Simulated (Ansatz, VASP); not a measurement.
## GaP: VASP beside Ansatz

Contents of INCAR:

```
SYSTEM = GaP
PREC = Accurate ; ENCUT = 520
EDIFF = 1E-7 ; ISMEAR = -1
SIGMA = 0.05 ; LREAL = .False.
LASPH = .True. ; NELM = 60
ALGO = Normal ; ISIF = 2
LWAVE = .False. ; LCHARG = .False.
GGA = CA ; NBANDS = 16
```

The input KPOINTS:

```
regular mesh
0
Gamma
  8 8 8
  0 0 0
```

The input POSCAR:

```
GaP
1.0
    0.0000000000      2.6696170428      2.6696170428
    2.6696170428      0.0000000000      2.6696170428
    2.6696170428      2.6696170428      0.0000000000
Ga P
1 1
Direct
    0.0000000000      0.0000000000      0.0000000000
    0.7500000000      0.7500000000      0.7500000000
```

File input.yaml:

```yaml
crystal:
  lattice:
    - [0.0, 2.6696170428, 2.6696170428]
    - [2.6696170428, 0.0, 2.6696170428]
    - [2.6696170428, 2.6696170428, 0.0]
  atoms:
    - { symbol: Ga, position: [0.0, 0.0, 0.0] }
    - { symbol: P, position: [0.75, 0.75, 0.75] }
kpoints:
  mp_grid: { grid: [8, 8, 8] }
scf:
  occupations: { method: fermi_dirac, width: 0.05 }
hamiltonian:
  xc: lda
  pseudopotentials: { kind: all_electron, lapw: { basis_error: 0.001 } }
output:
  forces: true
  stress: true
  eigenvalues: true
```

Change from the starting cell: volume scaled by 0.94.

Alike in both runs: task single point; functional LDA; k mesh 8 × 8 × 8; occupations fermi-dirac, width 0.05 eV; no spin polarisation.

```csv
,VASP,Ansatz
version,VASP 6.6.1,Ansatz 0.2.0
potentials or method,"VASP PAW LDA potentials, release 64 (Ga_d, P)","all-electron LAPW, scalar-relativistic"
plane-wave cutoff (eV),520,see its input
```

|  | VASP | Ansatz | Ansatz less VASP |
| --- | --- | --- | --- |
| gap on the k mesh at the Fermi level (eV) | 1.37 | 1.37 | +0.003 |
| least direct gap on the mesh (eV) | 2.16 | 2.12 | -0.032 |
| pressure (GPa) | 2.9 | 2.8 | -0.11 |

Ansatz ran all-electron here, so the differences hold the error of VASP's frozen core and of both bases.

A k mesh can miss the band edges.
